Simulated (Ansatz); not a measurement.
## Relaxing Rh

Theory: DFT PBE, scalar-relativistic, plane waves, PAW (Ansatz). Run with 420 eV cutoff, 20×20×14 k-mesh, Gaussian smearing of 0.10 eV, no spin polarisation.

What was changed: uniaxial strain along a, with b, c and atoms relaxed: +1.0 %.

Command:

```bash
ansatz run input.yaml --threads 1 --pin off --max-ram 2560MiB --backend cpu --events-out ev --progress --plain --runs-dir out
```

Input:

```yaml
crystal:
  lattice:
    - [1.9341186367, 1.9341186367, 0.0]
    - [-1.9101815249, 1.9101815249, 0.0]
    - [0.0, 0.0, 3.8203630498]
  atoms:
    - { symbol: Rh, position: [0.0, 0.0, 0.0] }
    - { symbol: Rh, position: [0.5, 0.5, 0.5] }
basis:
  ecutwfc: 420
kpoints:
  mp_grid: { grid: [20, 20, 14] }
hamiltonian:
  xc: pbe
scf:
  occupations: { method: gaussian, width: 0.1 }
output:
  forces: true
  stress: true
  eigenvalues: true
relax:
  adjacent_minimum: "off"
  f_tol: 0.008
  max_steps: 40
  cell: { stress_tol: 0.015, fix: [a, angles] }
```

F is the free energy. Steps run on the plane waves of an earlier cell, but the last one, and at times one on the way, on a freshly chosen basis, so a repeated geometry can differ a little in energy. The held parts of the cell keep their stress, so P needn't end at zero.

Steps:

| step | F − F(1) (eV) | largest force component (eV/Å) | V (Å³/atom) | P (GPa) |
| --- | --- | --- | --- | --- |
| 1 | 0.0000 | 0.000 | 14.114 | -1.19 |
| 2 | 0.0000 | 0.000 | 14.124 | -1.38 |
| 3 | -0.0001 | 0.000 | 14.119 | -1.29 |
| 4 | -0.0001 | 0.000 | 14.119 | -1.29 |

Relaxed structure:

```
CELL_PARAMETERS angstrom
1.93412 1.93412 0.00000
-1.91284 1.91284 0.00000
0.00000 0.00000 3.81643
ATOMIC_POSITIONS crystal
Rh 0.00000 0.00000 0.00000
Rh 0.50000 0.50000 0.50000
```

The structure is orthorhombic, space group Immm (No. 71). Conventional cell: a = 2.705 Å, b = 2.735 Å, c = 3.816 Å, α = 90.00°, β = 90.00°, γ = 90.00°. Rh (site symmetry mmm) is surrounded by 12 Rh at 2.71 to 2.74 Å.

The run converged. The run took 3.9 min on 1 thread of AMD EPYC (Zen 3) (shared host), peak memory 0.76 GiB.